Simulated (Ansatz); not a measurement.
# TiSi2As4 monolayer in a perpendicular field, part 2 of 2

What dipole does a perpendicular field induce in the TiSi2As4 monolayer? A positive field points along +c.

Ansatz 0.2.0; plane-wave DFT, PBE-D3(BJ), Ansatz PAW (set soft_1); PAW set soft_1.

So far. Step 2 (Relaxing the slab): The lattice constant a goes from 3.630 to 3.650 Å.

## (3) Single point, field 0

A sawtooth potential applies the field, turning back in the middle of the vacuum. With the dipole correction the typed value is the field outside the slab. The induced dipole is small, so the SCF threshold is tight.

The cell differs from the one that the last finished run ended in (c 49.195 → 27.846 Å).

File input.yaml:

```yaml
crystal:
  lattice:
    - [3.6499164987, 0.0, 0.0]
    - [-1.8249582493, 3.1609204096, 0.0]
    - [0.0, 0.0, 27.8464685779]
  atoms:
    - { symbol: As, position: [0.0, 0.0, 0.3232007669] }
    - { symbol: Si, position: [0.3333333333, 0.6666666667, 0.3627070034] }
    - { symbol: As, position: [0.3333333333, 0.6666666667, 0.4467295506] }
    - { symbol: Ti, position: [0.0, 0.0, 0.5] }
    - { symbol: As, position: [0.3333333333, 0.6666666667, 0.5532704494] }
    - { symbol: Si, position: [0.3333333333, 0.6666666667, 0.6372929966] }
    - { symbol: As, position: [0.0, 0.0, 0.6767992331] }
kpoints:
  mp_grid: { grid: [18, 18, 1] }
  band_path:
    path: [[0, 0, 0], [0.5, 0, 0], [0.33333333, 0.33333333, 0], [0, 0, 0]]
    npoints: 16
hamiltonian:
  xc: pbe
  dispersion: d3bj
  pseudopotentials: { kind: paw, azcp: { folder: soft_1 } }
scf:
  occupations: { method: fermi_dirac, width: 0.02585 }
  convergence: { dr2_threshold: 1.0e-10 }
efield:
  axis: 3
  dipole_correction: true
  ramp_position: 0.97
  ramp_width: 0.06
  amplitude: 0
output:
  dos: { projected: true, e_range: [-6, 5] }
  write_potential: true
  write_density: true
  volumetric_format: npy
  elf: true
```

On the command line:

```
$ ansatz run input.yaml --threads 4 --pin off --max-ram 6144MiB --backend cpu --events-out ev --progress --plain --runs-dir out
```

Numbers of over 12 decimals in the logs are rounded to 6 here.

The program printed:

```text
[...]
Crystal: 7 atoms, lattice volume = 321.267 Å³
Basis set: ecut = 420 eV, 6225 PW (Γ)
Bands: 48, of which v1, the nominal top of the filled ones, is band 40 counted from 1 (39 counted from 0)
Symmetry: 6 space group operations
k-points: 37 of 324 (time reversal used)
[...]
SCF iter   1: F=—  HF=-23200.529298 eV  |F-HF|=—  |Δ(HF+E_count)|=         —  Δρ=2.64e-2  dr2=4.61e0  ethr=3.10e-3  p=0.000 e·Å  D=6.99e-14 V/Å  ΔV_dip=-0.00 eV  dr2_dipole=2.53e-9  V_vac-E_F(+/−)=6.94/6.94 eV  ⟨swp⟩=8.2  Hψ=7506  notcnv=0
efield: sawtooth ramp at fractional position 0.9700 (set: `efield.ramp_position`, or a place that a band, a saddle search or an elastic batch's reference lends), width 0.0600; the density the first Hamiltonian is built on has a dipole p = 0.000 e·Å; the dipole correction subtracts the counter field D = 6.99e-14 V/Å, which shifts the + side's vacuum level by -0.00 eV against the − side's; the planar-averaged density in the ramp window peaks in size at 5.8e-7 e/Å³
[...]
SCF iter   2: F=—  HF=-23200.396331 eV  |F-HF|=—  |Δ(HF+E_count)|=   1.33e-1  Δρ=1.57e-2  dr2=3.03e0  ethr=3.10e-3  p=-0.000 e·Å  D=-2.19e-4 V/Å  ΔV_dip=0.01 eV  dr2_dipole=9.08e-6  V_vac-E_F(+/−)=3.54/3.53 eV  ⟨swp⟩=4.1  Hψ=4101  notcnv=0  defer=61
[...]
SCF iter  13: F=-23199.787312 eV  HF=-23199.787312 eV  |F-HF|=4.73e-11  |Δ(HF+E_count)|=  2.84e-10  Δρ=9.59e-8  dr2=3.15e-11  ethr=1.00e-12  p=0.000 e·Å  D=8.53e-8 V/Å  ΔV_dip=-0.00 eV  dr2_dipole=2.79e-12  V_vac-E_F(+/−)=5.03/5.03 eV  ⟨swp⟩=12.6  Hψ=5938  notcnv=0
SCF 1 converged in 13 iterations: F = -23199.787312 eV  dr2 = 3.15e-11
[...]
NSCF: frozen V_eff on 49 k-points
efield: sawtooth ramp at fractional position 0.9700 (kept from the solve that this one continues, or follows in the run), width 0.0600; the density the first Hamiltonian is built on has a dipole p = 0.000 e·Å; the dipole correction subtracts the counter field D = 8.53e-8 V/Å, which shifts the + side's vacuum level by -0.00 eV against the − side's; the planar-averaged density in the ramp window peaks in size at 5.2e-7 e/Å³
[...]
SCF converged after 13 iterations
Free energy (F): -23199.787312 eV
[...]
Internal energy: -23199.784484 eV  (E = F + TS)
E sigma→0 (E₀):  -23199.785898 eV
Entropy (-TS):   -0.002828 eV (-0.404 meV/atom)
Fermi energy:    1.185892 eV
Dipole field:    D = -0.000002 V/Å  (p = -0.000003 e·Å, saw-weighted, corrected)
Work function:   Φ+ = 5.0348 eV   Φ− = 5.0348 eV
Levels:          The Fermi level and band energies are counted from a zero that moves with the ramp; work functions are not
[...]
--- Band table (eV; the first three rows and the last of 37) ---
  k-point 0: bands = [... 36 lower, 0.5857, 0.5857, 1.2367, 1.2367, 1.8850, 3.4980, 3.5467, 3.9258, ... 4 higher]
  k-point 1: bands = [... 36 lower, 0.3529, 0.5164, 1.1640, 1.1881, 1.9127, 3.6994, 3.7454, 3.9438, ... 4 higher]
  k-point 2: bands = [... 36 lower, 0.2783, 0.3777, 0.9582, 1.0557, 1.9021, 3.4851, 3.5599, 4.1330, ... 4 higher]
  k-point 36: bands = [... 36 lower, -1.3236, -1.3174, -0.2245, 0.4606, 2.0643, 2.7097, 2.7701, 3.1047, ... 4 higher]
```

It took 33 s on 4 threads of Arm Neoverse V1, shared host; peak memory 1 GiB.

Numbers from this step:

- energy at zero smearing: -23199.7859 eV
- work function, upper face: 5.035 eV
- dipole along the normal: -3.00e-6 e·Å

Running mean over a fixed 2.8 Å (it still follows the layers) of the planar mean; the ramp of the sawtooth is left out. Electron's electrostatic potential energy less the Fermi level against z:

z (Å), electron's electrostatic potential energy less the Fermi level (eV) and a bar from the least value:
```
        4       5.03 ##############################
        5       5.03 ##############################
        6       4.98 ##############################
        7       4.07 ###########################
        8       1.29 ###################
        9      -3.14 ######
       10      -3.86 ####
       11      -2.54 ########
       12      -1.25 ############
       13      -4.35 ###
       14      -5.38 
       15      -3.88 ####
       16      -1.17 ############
       17      -2.95 #######
       18      -4.08 ####
       19      -2.56 ########
       20       1.84 #####################
       21       4.39 ############################
       22       5.00 ##############################
       23       5.03 ##############################
       24       5.03 ##############################
```

The density of states has structure finer than the step of the table below, so its rows give means over 0.25 eV, whole bins alone (the curve runs from -6 to 1.99 eV). Peaks (eV: height): -4.480: 11.9, -4.100: 8.37, -3.710: 11.3, -2.420: 12.1, -1.420: 11.1, -0.900: 14.3, 1.970: 12.1.

Table of density of states by energy, zero at the Fermi level; means over each step:

| energy (eV) | density of states (states/eV a cell) |
| --- | --- |
| -5.75 | 0.448 |
| -5.50 | 0.483 |
| -5.25 | 0.973 |
| -5.00 | 0.321 |
| -4.75 | 0.828 |
| -4.50 | 5.30 |
| -4.25 | 2.37 |
| -4.00 | 3.59 |
| -3.75 | 4.26 |
| -3.50 | 3.93 |
| -3.25 | 2.73 |
| -3.00 | 4.00 |
| -2.75 | 3.44 |
| -2.50 | 6.67 |
| -2.25 | 4.53 |
| -2.00 | 6.21 |
| -1.75 | 4.76 |
| -1.50 | 4.29 |
| -1.25 | 4.49 |
| -1.00 | 9.30 |
| -0.75 | 5.48 |
| -0.50 | 2.29 |
| -0.25 | 1.08 |
| 0.00 | 1.17 |
| 0.25 | 2.41 |
| 0.50 | 3.32 |
| 0.75 | 1.71 |
| 1.00 | 0.0103 |
| 1.25 | 0 |
| 1.50 | 2.63 |
| 1.75 | 4.71 |

Projected DOS per atom over height of the atomic layer and energy from the Fermi level. Layers: As Si As Ti As Si As from below.

Ten even steps from '_' (0.00 states/eV) to '@' (3.37 states/eV), each cell a mean:
```
....__@@__....
______::______
______________
______--______
______##______
______::______
____......____
..__--==--__..
::__======__::
::__..::..__::
--..::..::..--
::..::..::..::
::::::..::::::
::..........::
......__......
....::..::....
..............
......__......
______________
______________
______________
______________
```
Columns: height of the atomic layer (Å) from 9 to 18.8 (not evenly spaced); rows upwards: energy from the Fermi level (eV) from -5.96 to 1.96.

The electronic bands at the labelled points (eV, zero at the Fermi level):

| point | band 37 | band 38 | band 39 | band 40 | band 41 | band 42 | band 43 | band 44 |
| --- | --- | --- | --- | --- | --- | --- | --- | --- |
| Γ | -0.60 | -0.60 | 0.05 | 0.05 | 0.70 | 2.31 | 2.36 | 2.74 |
| halfway | -1.42 | -0.95 | -0.72 | -0.62 | 0.39 | 1.83 | 1.90 | 2.42 |
| M | -1.81 | -1.46 | -1.13 | -0.29 | -0.05 | 1.53 | 1.55 | 1.92 |
| halfway | -1.89 | -1.87 | -1.31 | -0.90 | 0.49 | 1.55 | 1.85 | 2.23 |
| K | -2.51 | -2.50 | -1.41 | -0.73 | 0.88 | 1.52 | 1.58 | 1.92 |
| halfway | -1.58 | -1.02 | -0.95 | -0.80 | 0.41 | 2.08 | 2.18 | 2.38 |
| Γ | -0.60 | -0.60 | 0.05 | 0.05 | 0.70 | 2.31 | 2.36 | 2.74 |

Valence density in the ca plane at fractional y = 0.667, with atoms of Si and As within 0.2 Å of it. It is the smooth field of the valence electrons, not physical close to the nuclei.

Ten steps, logarithmic in the rise over the least value, from '0' (0 e/Å³) to '9' (34 e/Å³), each cell a mean:
```
00000000000000000001111100000000000000000000
00000000000000000001111100000000001000000000
00000000000000000000111100000001000001000000
00000000000000000000111110001111110111111000
00000000000000000000011111111343111113431111
00000000000000000000011111123686211126863211
00000000000000000000011001223897311137983221
00000000000000000000011111112675211125762111
00000000000000000000011111111232110112321111
00000000000000000000111110000111110111110000
```
Columns run along c (16.0 Å, from fractional 0.06 to 0.63 of the cell), rows up along a (3.6 Å). Atoms in or near the plane, at fractional coordinates: Si at (0.36, 0.33), As at (0.45, 0.33), As at (0.55, 0.33).

Electrostatic potential energy in the ca plane at fractional y = 0.667, with atoms of Si and As within 0.2 Å of it. With pseudopotentials it is smooth inside the atoms' cores, unlike the true potential.

Ten even steps from '0' (-26 eV) to '9' (6 eV), each cell a mean:
```
99999999999999999998667889999998876788999999
99999999999999999997667899999998865688999999
99999999999999999998777888999988876788899998
99999999999999999998877667888666777776668887
99999999999999999999874113775343578753435773
99999999999999999999850000563797378737973650
99999999999999999999840330453998368639993540
99999999999999999999851000563696378736963650
99999999999999999999875224785333688863335874
99999999999999999998877778898777877787778988
```
Columns run along c (16.0 Å, from fractional 0.06 to 0.63 of the cell; values clipped at the 3rd and 97th percentile), rows up along a (3.6 Å). Atoms in or near the plane, at fractional coordinates: Si at (0.36, 0.33), As at (0.45, 0.33), As at (0.55, 0.33).

ELF in the ca plane at fractional y = 0.667, with atoms of Si and As within 0.2 Å of it. It is the smooth field of the valence electrons, not physical close to the nuclei.

Values, 6 rows by 16 columns, each cell a mean:
```
0.00 0.09 0.51 0.62 0.54 0.25 0.12 0.33 0.11 0.16 0.31 0.10 0.34 0.55 0.64 0.42
0.00 0.07 0.44 0.60 0.61 0.34 0.22 0.48 0.16 0.25 0.46 0.18 0.43 0.60 0.60 0.35
0.00 0.01 0.12 0.37 0.71 0.58 0.59 0.64 0.44 0.54 0.61 0.59 0.61 0.68 0.30 0.09
0.00 0.00 0.02 0.18 0.42 0.59 0.67 0.21 0.43 0.46 0.21 0.77 0.51 0.41 0.11 0.01
0.00 0.00 0.03 0.22 0.52 0.58 0.67 0.34 0.45 0.50 0.33 0.74 0.51 0.51 0.15 0.02
0.00 0.03 0.22 0.46 0.73 0.55 0.49 0.69 0.37 0.49 0.66 0.47 0.61 0.69 0.42 0.16
```
Columns run along c (16.0 Å, from fractional 0.19 to 0.76 of the cell), rows up along a (3.6 Å). Atoms in or near the plane, at fractional coordinates: Si at (0.36, 0.33), As at (0.45, 0.33), As at (0.55, 0.33), Si at (0.64, 0.33).

The work function of the upper face is 5.03 eV.

## (4) Atoms held, field 0.1 V/Å

Changes to input.yaml since step 3:

```diff
@@ -28,7 +28,6 @@
   dipole_correction: true
-  ramp_position: 0.97
-  ramp_width: 0.06
-  amplitude: 0
+  ramp_position: 0.9601
+  ramp_width: 0.0797
+  amplitude: 0.1
 output:
-  dos: { projected: true, e_range: [-6, 5] }
   write_potential: true
@@ -36,2 +35 @@
   volumetric_format: npy
-  elf: true
```

The program printed:

```text
[...]
Crystal: 7 atoms, lattice volume = 321.267 Å³
Basis set: ecut = 420 eV, 6225 PW (Γ)
Bands: 48, of which v1, the nominal top of the filled ones, is band 40 counted from 1 (39 counted from 0)
Symmetry: 6 space group operations
k-points: 37 of 324 (time reversal used)
[...]
k-point 0: bands = [... 36 lower, 0.5875, 0.5875, 1.2364, 1.2364, 1.8846, 3.4891, 3.5547, 3.9247, ... 4 higher]
  k-point 1: bands = [... 36 lower, 0.3508, 0.5178, 1.1637, 1.1879, 1.9124, 3.6923, 3.7509, 3.9421, ... 4 higher]
  k-point 2: bands = [... 36 lower, 0.2781, 0.3782, 0.9579, 1.0554, 1.9018, 3.4814, 3.5624, 4.1310, ... 4 higher]
  k-point 36: bands = [... 36 lower, -1.3241, -1.3177, -0.2252, 0.4608, 2.0640, 2.7093, 2.7696, 3.1040, ... 4 higher]
[key lines of the parts left out:]
SCF converged after 13 iterations
Free energy (F): -23199.791126 eV
Fermi energy:    1.185580 eV
Dipole field:    D = 0.042972 V/Å  (p = 0.076294 e·Å, saw-weighted, corrected)
```

Wall time 32 s (4 threads); peak memory 0.99 GiB.

The dipole is 0.0763 e·Å.

## (5) Atoms held, field -0.1 V/Å

Changes to input.yaml since step 4:

```diff
@@ -30,3 +30,3 @@
   ramp_width: 0.0797
-  amplitude: 0.1
+  amplitude: -0.1
 output:
```

The program printed:

```text
[...]
Crystal: 7 atoms, lattice volume = 321.267 Å³
Basis set: ecut = 420 eV, 6225 PW (Γ)
Bands: 48, of which v1, the nominal top of the filled ones, is band 40 counted from 1 (39 counted from 0)
Symmetry: 6 space group operations
k-points: 37 of 324 (time reversal used)
[...]
k-point 0: bands = [... 36 lower, 0.5873, 0.5873, 1.2363, 1.2363, 1.8845, 3.4889, 3.5545, 3.9246, ... 4 higher]
  k-point 1: bands = [... 36 lower, 0.3507, 0.5176, 1.1636, 1.1877, 1.9122, 3.6922, 3.7507, 3.9420, ... 4 higher]
  k-point 2: bands = [... 36 lower, 0.2779, 0.3780, 0.9577, 1.0552, 1.9016, 3.4813, 3.5622, 4.1309, ... 4 higher]
  k-point 36: bands = [... 36 lower, -1.3243, -1.3179, -0.2253, 0.4607, 2.0638, 2.7092, 2.7694, 3.1038, ... 4 higher]
[key lines of the parts left out:]
SCF converged after 13 iterations
Free energy (F): -23199.791126 eV
Fermi energy:    1.185420 eV
Dipole field:    D = -0.042971 V/Å  (p = -0.076291 e·Å, saw-weighted, corrected)
```

Wall time 32 s (4 threads); peak memory 0.99 GiB.

The dipole is -0.0763 e·Å.

## (6) Response, atoms held

This step: plane-wave DFT, PBE-D3(BJ), Ansatz PAW (set soft_1); response to a field along the normal, atoms held; PAW set soft_1 (Ansatz 0.2.0).

The dipoles give the slope, and the difference of two potentials shows where the field is screened.

This step gave:

```yaml
equivalent_conductor_thickness_p_eps_0ae: 11.97 Å
distance_between_the_outer_atoms: 9.846 Å
```

Table of dipole of the cell by applied field:

| applied field (V/Å) | dipole of the cell (e·Å) |
| --- | --- |
| -0.1000 | -0.0763 |
| 0.0000 | -3.0e-6 |
| 0.1000 | 0.0763 |

Local field over the applied field, running mean. From the potentials at -0.1 and 0.1 V/Å; running mean over 2.5 Å. The local field over applied field by z:

| z (Å) | local field over applied field |
| --- | --- |
| 5 | 0.994 |
| 6 | 0.952 |
| 7 | 0.761 |
| 8 | 0.417 |
| 9 | 0.113 |
| 10 | 0.0535 |
| 11 | 0.0695 |
| 12 | 0.0439 |
| 13 | 0.0303 |
| 14 | 0.0155 |
| 15 | 0.0302 |
| 16 | 0.0527 |
| 17 | 0.0650 |
| 18 | 0.0539 |
| 19 | 0.146 |
| 20 | 0.471 |
| 21 | 0.805 |
| 22 | 0.965 |
| 23 | 0.995 |

The induced electron density oscillates, so the rows of the table below give means over windows of 0.5 Å about each position, cut where the curve ends. Its maxima inside the range that stand out by 2 % of the span (Å: e/Å³ per V/Å): 7.83: 0.00351, 11.02: 6.3e-4, 12.33: 7.6e-4, 14.50: 0.00109, 16.10: 4.8e-5, 17.69: 0.00149. Its minima: 10.15: -0.00149, 11.75: -4.8e-5, 13.34: -0.00109, 15.52: -7.6e-4, 16.82: -6.3e-4, 20.01: -0.00351.

Electrons, planar mean, per unit field. The induced electron density by z; means over each step:

z (Å), induced electron density (e/Å³ per V/Å) and a bar from the least value:
```
      4.5    0.00001 ###############
      5.0    0.00003 ###############
      5.5    0.00009 ################
      6.0    0.00024 ################
      6.5    0.00063 ##################
      7.0    0.00145 ######################
      7.5    0.00279 ############################
      8.0    0.00330 ##############################
      8.5    0.00155 ######################
      9.0    0.00072 ##################
      9.5    0.00055 ##################
     10.0   -0.00098 ###########
     10.5   -0.00078 ############
     11.0    0.00050 #################
     11.5    0.00025 ################
     12.0    0.00026 ################
     12.5    0.00066 ##################
     13.0   -0.00015 ##############
     13.5   -0.00090 ###########
     14.0    0.00021 ################
     14.5    0.00090 ###################
     15.0   -0.00023 ##############
     15.5   -0.00065 ############
     16.0   -0.00010 ###############
     16.5   -0.00043 #############
     17.0   -0.00027 ##############
     17.5    0.00116 ####################
     18.0    0.00047 #################
     18.5   -0.00069 ############
     19.0   -0.00080 ############
     19.5   -0.00218 #####
     20.0   -0.00337 
     20.5   -0.00237 ####
     21.0   -0.00113 ##########
     21.5   -0.00047 #############
     22.0   -0.00018 ##############
     22.5   -0.00006 ###############
     23.0   -0.00002 ###############
     23.5   -0.00001 ###############
```

By hand: between -0.1 and 0.1 V/Å the dipole changes by 0.1526 e·Å, a slope of 0.7629 e·Å²/V. A perfect conductor of thickness t has p = ε₀AEt, so t = 180.95 × 0.7629 / 11.537 = 11.97 Å (e/ε₀ = 180.95 V·Å, A in Å²).

The induced dipole is that of a conductor 11.97 Å thick.

## (7) What came out

```yaml
gap_without_field: none
work_function_upper_face: 5.03 eV
equivalent_conductor_thickness_atoms_held: 12.0 Å
```

The induced dipole equals that of a perfect conductor 11.97 Å thick, while the outer atoms lie 9.85 Å apart. There is no gap over 0.03 eV, with or without the field. The main runs have no spin polarisation; a magnetic state could lie lower and would change these results. Spin-orbit coupling is left out. The outer anions sit over the metal atoms, one of several polytypes of such layers and not the lowest for every compound.

[Logs are printed without paths, hosts, clocks, repeated set-up lines and the standing remarks that a program may print on its own settings, such as how far it seeks lower states.]

[Hosts, paths, dates, database ids (printed as entryN), source tags and the programs' standing remarks are cut or masked in the printed files.]

[Maps of the electrostatic potential energy from Ansatz leave out the sawtooth potential of an applied field or a dipole correction, so their vacuum need not be flat; planar profiles and work functions include it.]

[The density of states shown here was stored with 400 of the rows of the run's finer table, so its peaks can read low, often by over a quarter, or be missed, and its means over a window can be off by a tenth or more.]
